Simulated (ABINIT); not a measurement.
# Sb (R-3m) in ABINIT: further runs, part 2 of 2

ABINIT 10.8.3 (patched build). The steps go on from the part before.

### 3 Optical spectrum, LDA

File run.abi:

```
# Datasets
ndtset 3

# Pseudopotentials
pp_dirpath "./"
pseudos "Sb.upf"

# Structure
acell 4.5066618304 4.5066618304 4.5066618304 Angstrom
rprim
     0.4780034715     0.2759754330     0.8338766345
    -0.4780034715     0.2759754330     0.8338766345
     0.0000000000    -0.5519508659     0.8338766345
ntypat 1
znucl 51
natom 2
typat 1 1
xred
   0.7665100000   0.7665100000   0.7665100000
   0.2334900000   0.2334900000   0.2334900000

# Plane-wave basis
ecut 40.0

# k points
ngkpt 8 8 8
nshiftk 1
shiftk 0.0 0.0 0.0
istwfk *1

# Exchange and correlation
ixc 7

# Bands and occupations
occopt 3
tsmear 0.00183747

# SCF cycle
nstep 80

# Output
iomode 3
prteig 0
prtebands 0

# Dataset 1: ground state
nband1 19
tolvrs1 1.0e-12
prtden1 1
prtwf1 0
kptopt1 1

# Dataset 2: empty bands at fixed density
iscf2 -3
getden2 1
nband2 27
nbdbuf2 4
tolwfr2 1.0e-12
nstep2 120
prtden2 0
kptopt2 1

# Dataset 3: wave functions and velocity matrix elements in the full zone
optdriver3 8
wfk_task3 "wfk_optics_fullbz"
getwfk3 2
nband3 23
kptopt3 1
prtevk3 1
inclvkb3 2
```

File optic.abi:

```
&FILES
 ddkfile_1 = 'runo_DS3_1_EVK.nc',
 ddkfile_2 = 'runo_DS3_2_EVK.nc',
 ddkfile_3 = 'runo_DS3_3_EVK.nc',
 wfkfile = 'runo_DS3_WFK.nc'
/
&PARAMETERS
 broadening = 0.001837,
 domega = 0.002,
 maxomega = 0.8,
 scissor = 0.000000,
 tolerance = 0.002
/
&COMPUTATIONS
 num_lin_comp = 2,
 lin_comp = 11,33,
 num_nonlin_comp = 0
/
```

Potentials or basis: PseudoDojo NC SR LDA v0.4.1 standard.

Command:

```bash
abinit run.abi > log 2>&1
optic optic.abi > optic.log 2>&1
```

run.abo:

```text
.Version 10.8.3 of ABINIT
 DATASET    1 : space group R-3 m (#166); Bravais hR (rhombohedral)
================================================================================
 Values of the parameters that define the memory need for DATASET  1.
     intxc =       0    ionmov =       0      iscf =       7    lmnmax =       6
     lnmax =       6     mgfft =      50  mpssoang =       3    mqgrid =    3001
     natom =       2  nloc_mem =       1    nspden =       1   nspinor =       1
    nsppol =       1      nsym =      12    n1xccc =    2501    ntypat =       1
    occopt =       3   xclevel =       1
       mpw =        4959          nfft =      125000          nkpt =          65
================================================================================
================================================================================
[... 13 lines left out ...]
 DATASET    3 : space group R-3 m (#166); Bravais hR (rhombohedral)
================================================================================
 Values of the parameters that define the memory need for DATASET  3.
     intxc =       0    ionmov =       0      iscf =       7    lmnmax =       6
     lnmax =       6     mgfft =      50  mpssoang =       3    mqgrid =    3001
     natom =       2  nloc_mem =       1    nspden =       1   nspinor =       1
    nsppol =       1      nsym =      12    n1xccc =    2501    ntypat =       1
    occopt =       3   xclevel =       1
       mpw =        4959          nfft =      125000          nkpt =          65
================================================================================
================================================================================

--------------------------------------------------------------------------------
------------- Echo of variables that govern the present computation ------------
[... 395 lines left out ...]

 Computation of velocity matrix elements (DDK)

 Parameters extracted from the Abinit header:
    ecut:     40.0
    nkpt:    512
    mband:   27
    nsppol:  1
    nspinor: 1
    useylm:  0
    inclvkb: 2
    bmin: 1, bmax: 27
    Computing diagonal and off-diagonal matrix elements
    Between band index bmin: 1, bmax: 27

== END DATASET(S) ==============================================================
================================================================================

 -outvars: echo values of variables after computation  --------
            acell      8.5163566015E+00  8.5163566015E+00  8.5163566015E+00 Bohr
           etotal1    -1.8147801349E+02
           etotal2    -1.8147801349E+02
           etotal3     0.0000000000E+00
            fcart1    -2.0189699093E-20 -6.0898451441E-21 -4.8772804202E-04
                       2.0189699093E-20  6.0898451441E-21  4.8772804202E-04
            fcart3     0.0000000000E+00  0.0000000000E+00  0.0000000000E+00
                       0.0000000000E+00  0.0000000000E+00  0.0000000000E+00
            rprim      4.7800347150E-01  2.7597543300E-01  8.3387663450E-01
                      -4.7800347150E-01  2.7597543300E-01  8.3387663450E-01
                       0.0000000000E+00 -5.5195086590E-01  8.3387663450E-01
           strten1     3.6903245433E-05  3.6903243859E-05  5.3768716501E-05
                      -3.8476973061E-13  0.0000000000E+00  0.0000000000E+00
           strten3     0.0000000000E+00  0.0000000000E+00  0.0000000000E+00
                       0.0000000000E+00  0.0000000000E+00  0.0000000000E+00
           xangst     -1.9600689293E-17  3.4544038161E-10  8.6416337399E+00
                       2.0641277953E-17  1.0522601094E-10  2.6323662600E+00
             xred      7.6651000000E-01  7.6651000000E-01  7.6651000000E-01
                       2.3349000000E-01  2.3349000000E-01  2.3349000000E-01
 Calculation completed.
```

optic_0001_0001-linopt.out:

```text
#calculated the component:  1  1  of dielectric function
 #broadening:    0.000000E+00    1.837000E-03
 #scissors shift:    0.000000E+00
 #energy window:    4.823731E+01eV    1.772688E+00Ha
 # Energy(eV)         Im(eps(w))
    2.721139E-01    1.991574E+01
    8.163416E-01    5.370588E+01
    1.360569E+00    6.665926E+01
    1.904797E+00    3.301023E+01
    2.449025E+00    1.597288E+01
    2.993252E+00    4.902518E+00
[... 32 lines left out ...]
    2.095277E+01    1.013294E-02
    2.149700E+01    7.286493E-03
[... 169 lines left out ...]
    1.904797E+00    8.257926E-01
    2.449025E+00    7.986658E-01
    2.993252E+00    7.942522E-01
[... 32 lines left out ...]
    2.095277E+01    2.279916E-02
    2.149700E+01    1.833580E-02
 # Energy(eV)         absorption coeff (in 10^6 m-1) = omega Im(eps) / c n(eps)
    1.632683E-01    2.932930E+00
    7.074960E-01    3.551437E+01
    1.251724E+00    9.722480E+01
    1.795951E+00    1.294262E+02
    2.340179E+00    1.066488E+02
    2.884407E+00    1.081962E+02
[... 32 lines left out ...]
    2.084392E+01    1.127955E+00
    2.138815E+01    1.162681E+00
```

Wall time 9.2 min (1 thread of Arm Neoverse V1, shared host); peak memory 1.1 GiB.

What came out:

- Free energy: -4938.2683 eV
- Pressure: -1.3 GPa
- Largest force: 0.025 eV/Å
- Band gap on the k mesh: none (metal or under the smearing width)

Forces in eV/Å, atoms in the order of the input:
```
Sb   0.000  0.000 -0.025
Sb   0.000  0.000  0.025
```

Dielectric function (mean over the directions given):
```csv
energy (eV),real part,imaginary part
0.33,81.96,41.43
0.98,56.01,21.33
1.63,-7.71,46.29
2.29,-17.04,17.88
2.94,-15.12,6.57
3.70,-7.49,5.01
4.35,-2.09,4.20
5.01,-1.78,6.66
5.66,-3.96,5.21
6.31,-2.26,2.34
7.08,-3.53,3.26
7.73,-3.27,1.67
8.38,-2.27,1.11
9.03,-1.74,1.45
9.69,-1.88,1.15
10.45,-0.93,0.80
11.10,-1.04,0.77
11.76,-0.65,0.82
12.41,-0.50,0.55
13.06,-0.42,0.33
13.82,-0.30,0.33
14.48,-0.09,0.24
15.13,-0.15,0.22
15.78,-0.01,0.23
16.44,0.03,0.14
17.20,0.14,0.11
17.85,0.23,0.07
18.50,0.30,0.03
19.16,0.37,0.03
19.92,0.43,0.02
```

Caveat: the intraband (Drude) term is left out; spectra need much finer meshes, so this one isn't converged; independent-particle spectra lack excitons. The run has no spin-orbit coupling, so splittings on Sb are missing.
